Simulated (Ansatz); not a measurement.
# TiPbO₃: pressure against volume, fitted

```xyz
5
Lattice="3.8992 0.0000 0.0000 0.0000 3.8992 0.0000 0.0000 0.0000 4.1499" Properties=species:S:1:pos:R:3 pbc="T T T"
Ti    1.9496    1.9496    2.2335
Pb    0.0000    0.0000    0.0000
O     1.9496    1.9496    0.4689
O     1.9496    0.0000    2.5522
O     0.0000    1.9496    2.5522
```

Atom numbers follow the list: Ti1, Pb2, O3, O4, O5.

Structure: COD 2107521, as refined from experiment and not relaxed.

Spin–orbit coupling is left out, though it moves levels of the heavy atoms by tenths of an eV or more.

Method: DFT, PBEsol, all-electron LAPW, scalar-relativistic in Ansatz 0.2.0.

The runs use a Γ-centred 9×9×8 k mesh, Fermi–Dirac smearing of 0.03 eV, basis error target 0.5 meV/atom, no spin polarisation.

The cell is scaled evenly. Fractional coordinates are held (clamped ions).

```
V (Å³/atom)  P (GPa)
     11.862    11.15
     12.114     6.65
     12.366     2.61
     12.493     0.75
     12.619    -1.01
     12.745    -2.68
     12.871    -4.27
     13.376    -9.80
```

Q: Fit a third-order Birch–Murnaghan curve to the pressures.

A: P = (3B0/2)(y^(7/2) − y^(5/2))[1 + (3/4)(B0′ − 4)(y − 1)] with y = (V0/V)^(2/3) fits within 0.01 GPa for V0 = 12.545 Å³/atom, B0 = 175.9 GPa and B0′ = 4.38.

Q: Predict the pressure at the withheld volume, 13.124 Å³/atom.

A: There y = 0.9704, so the fit gives -7.18 GPa; the run gave -7.18 GPa.
